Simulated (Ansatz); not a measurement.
# K (omega type): the cost of one run

Method: DFT PBE, with the methods named in each step, in Ansatz 0.2.0.

## 1. The structure to begin with

It takes space group P6/mmm (No. 191, hexagonal). The conventional cell has a = 7.568 Å, b = 7.568 Å, c = 4.497 Å, α = 90.00°, β = 90.00°, γ = 120.00°. Around K (site symmetry 6/mmm) lie 2 K at 4.50 Å. K (site symmetry -6m2) has 5 K at 4.37 to 4.50 Å as nearest neighbours.

Structure file:

```
K
1.0
     7.56771    0.00000    0.00000
    -3.78386    6.55383    0.00000
     0.00000    0.00000    4.49699
K
3
Direct
  0.00000 0.00000 0.00000
  0.33333 0.66667 0.50000
  0.66667 0.33333 0.50000
```

Whether this phase is the stable one at these pressures isn't tested.

Atoms are numbered in the order of the input: K1, K2, K3.

## 2. The reference volume, LAPW

Input file input.yaml:

```yaml
crystal:
  lattice:
    - [7.5677116463, 0.0, 0.0]
    - [-3.7838558232, 6.5538305342, 0.0]
    - [0.0, 0.0, 4.4969861428]
  atoms:
    - { symbol: K, position: [0.0, 0.0, 0.0] }
    - { symbol: K, position: [0.3333333333, 0.6666666667, 0.5] }
    - { symbol: K, position: [0.6666666667, 0.3333333333, 0.5] }
kpoints:
  mp_grid: { grid: [5, 5, 7] }
  band_path:
    path:
      - [0.0, 0.0, 0.0]
      - [0.5, 0.0, 0.0]
      - [0.3333333333, 0.3333333333, 0.0]
      - [0.0, 0.0, 0.0]
      - [0.0, 0.0, 0.5]
      - [0.5, 0.0, 0.5]
      - [0.3333333333, 0.3333333333, 0.5]
      - [0.0, 0.0, 0.5]
      - [0.5, 0.0, 0.5]
    npoints: 14
scf:
  occupations: { method: fermi_dirac, width: 0.1 }
hamiltonian:
  xc: pbe
  pseudopotentials: { kind: all_electron, lapw: { basis_error: 0.001 } }
output:
  forces: true
  stress: true
  eigenvalues: true
  populations: true
  dos: { projected: true, de: 0.2, e_range: [-14, 8] }
```

Launch:

```bash
$ ansatz run input.yaml --threads 1 --pin off --max-ram 3072MiB --backend cpu --events-out ev --progress --plain --runs-dir out
```

What time and memory should one allow on 1 thread of Arm Neoverse V2, shared host?

About 8.1 s, with a peak of 0.21 GiB.
